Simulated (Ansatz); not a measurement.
**AlCo: how the settings move a single-point run**

How sensitive is a single-point run of AlCo to its settings? A reference run comes first, then one run with altered input.

Program: Ansatz 0.2.0. Level of theory: reference: DFT, LDA, all-electron LAPW, scalar-relativistic; levels and slopes on a fine mesh, independent-particle optical spectra. These are calculated values, not measurements.

1 further run of the same task is left out (it didn't finish).

**1. The starting structure**

It takes space group Pm-3m (No. 221, cubic). Conventional cell: a = 2.794 Å, b = 2.794 Å, c = 2.794 Å, α = 90.00°, β = 90.00°, γ = 90.00°. Al (site symmetry m-3m) is surrounded by 8 Co at 2.42 Å. Co (site symmetry m-3m) is surrounded by 8 Al at 2.42 Å.

Structure file:

```cif
data_structure
_symmetry_space_group_name_H-M 'Pm-3m'
_symmetry_Int_Tables_number 221
_cell_length_a 2.7943
_cell_length_b 2.7943
_cell_length_c 2.7943
_cell_angle_alpha 90.000
_cell_angle_beta 90.000
_cell_angle_gamma 90.000
_cell_volume 21.82
loop_
_atom_site_label
_atom_site_type_symbol
_atom_site_symmetry_multiplicity
_atom_site_Wyckoff_symbol
_atom_site_fract_x
_atom_site_fract_y
_atom_site_fract_z
_atom_site_occupancy
Al1 Al 1 a 0.00000 0.00000 0.00000 1
Co1 Co 1 b 0.50000 0.50000 0.50000 1
```

**2. Reference**

File input.yaml:

```yaml
crystal:
  lattice:
    - [2.79425093642, 0.0, 0.0]
    - [0.0, 2.79425093642, 0.0]
    - [0.0, 0.0, 2.79425093642]
  atoms:
    - { symbol: Al, position: [0.0, 0.0, 0.0] }
    - { symbol: Co, position: [0.5, 0.5, 0.5] }
kpoints:
  mp_grid: { grid: [12, 12, 12] }
scf:
  occupations: { method: fermi_dirac, width: 0.08 }
hamiltonian:
  xc: lda
  pseudopotentials: { kind: all_electron, lapw: { basis_error: 0.001 } }
output:
  forces: true
  stress: true
  eigenvalues: true
  eigenstates:
    nscf_kmesh: { grid: [20, 20, 20] }
    de_dk: true
    e_range: [-14, 14]
  optics:
    e_range: [0, 20]
    de: 0.2
    sigma: 0.1
    bands: { spectra_wanted_up_to: 20 }
    nscf_kmesh: { grid: [20, 20, 20] }
    drude_damping: 0.03
checkpoint:
  write: ck
  write_wavefunctions: false
```

Run with:

```bash
$ ansatz run input.yaml --threads 1 --pin off --max-ram 3072MiB --backend cpu --events-out ev --progress --plain --runs-dir out
```

**3. Changing settings: occupations.method cold, occupations.width 0.1**

Changes to input.yaml since step 2:

```diff
@@ -11,3 +11,3 @@
 scf:
-  occupations: { method: fermi_dirac, width: 0.08 }
+  occupations: { method: cold, width: 0.1 }
 hamiltonian:
```

**Question.** What will these runs give? Wanted: for each run, ending; energy change; pressure; gap; force.

**Answer**, as computed:

```tsv
run	ending	energy change	pressure (GPa)	gap (eV)	force (eV/Å)	cycles	time
reference	converged	0	-0.2	0.00	0.00	-	68 s
1: occupations.method cold, occupations.width 0.1	converged	0.0 meV/atom (σ→0)	-0.3	0.00	0.00	11	73 s
```

Residual by cycle in the longest SCF loop of each run; runs are numbered as in the table. The quantity is the density residual dr2, in eV.

```tsv
cycle	reference	run 1
1	0.704	0.698
2	0.119	0.11
3	0.238	0.238
4	0.00124	0.00121
5	2.5e-5	2.6e-5
6	1.4e-6	1.5e-6
7	5.1e-8	5.5e-8
8	3.5e-9	3.1e-9
9	1.9e-11	1.1e-11
10	5.7e-12	3.7e-12
11	4.9e-15	3.5e-15
```

Changing the smearing leaves the energy as it was (0.0 meV/atom). The reference has no spin polarisation; with Co present, a magnetic state may lie lower.
